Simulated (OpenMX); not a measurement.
Runs of OpenMX 3.8.5 on Ga. It takes space group P2_1/m (No. 11, monoclinic). The conventional cell has a = 2.890 Å, b = 3.413 Å, c = 4.228 Å, α = 90.00°, β = 109.30°, γ = 90.00°. Around Ga (site symmetry m) lie 8 Ga at 2.75 to 2.90 Å. This isn't the form of Ga at room conditions, which is orthorhombic.

```tsv
cell	gap on the mesh (eV)	pressure (GPa)	largest force (eV/Å)
P2_1/m, 19.68 Å³/atom	none	0.3	0.08
P2_1/m, 18.19 Å³/atom	none	(c)	0.17
P2_1/m, 17.47 Å³/atom	none	8.0	0.26
P2_1/m, 18.93 Å³/atom	none	(a)	0.08
P2_1/m, 16.76 Å³/atom	none	11.6	(b)
```

Alike in all rows: task single point; level PBE; potentials or basis OpenMX 2013 PBE set, Ga7.0-s3p2d2, grid cutoff 500 Ry; no spin polarisation; k mesh 7 × 7 × 5; smearing fermi-dirac 0.05 eV.

Problem. Fill in the values left out.

Solution. (a) 2.4; (b) 0.38; (c) 4.9.

Caveats: the basis has few d functions beyond the semicore shells, which can make volumes several per cent too large; the basis of atomic orbitals isn't converged, which shifts pressures, moduli and gaps.

A k mesh can miss the band edges, and the runs leave out spin-orbit coupling on Ga.

A gap of «none» marks a metal or a gap under the smearing width.
